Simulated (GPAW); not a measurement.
Au, 1 atom in the cell. Symmetry: Fm-3m, No. 225, cubic system. Conventional cell: a = 4.070 Å, b = 4.070 Å, c = 4.070 Å, α = 90.00°, β = 90.00°, γ = 90.00°. Au (site symmetry m-3m) has 12 Au at 2.88 Å as nearest neighbours. 

| Item | Value |
| --- | --- |
| Program | GPAW 26.7.0 |
| Task | band structure |
| Functional | optPBE-vdW |
| Potentials or basis | GPAW PAW data sets (gpaw-data 1.2.1) |
| Basis | fd |
| Grid spacing | 0.18 Å |
| k mesh | 11 × 11 × 11 |
| Occupations | fermi-dirac, width 0.05 eV |
| Spin | spin-orbit coupling, no magnetisation |
| Maxiter | 150 |
| Band path | GXWKGLUWLK,UX |
| Band points | 60 |
| spin axis theta (degrees) | 0 |
| spin axis phi (degrees) | 0 |

Potentials or basis: GPAW PAW data sets (gpaw-data 1.2.1), fd.

The run is started by

```bash
$ OMP_NUM_THREADS=1 python run.py
```

Hardware: 1 thread of Arm Neoverse V2 (shared host).

Problem. How long does it take, and how much memory?

Solution. It took 36 s on 1 thread of Arm Neoverse V2, on a shared host, peak memory 0.34 GiB. Counts: scf iterations 19, bands 14, k points 56.
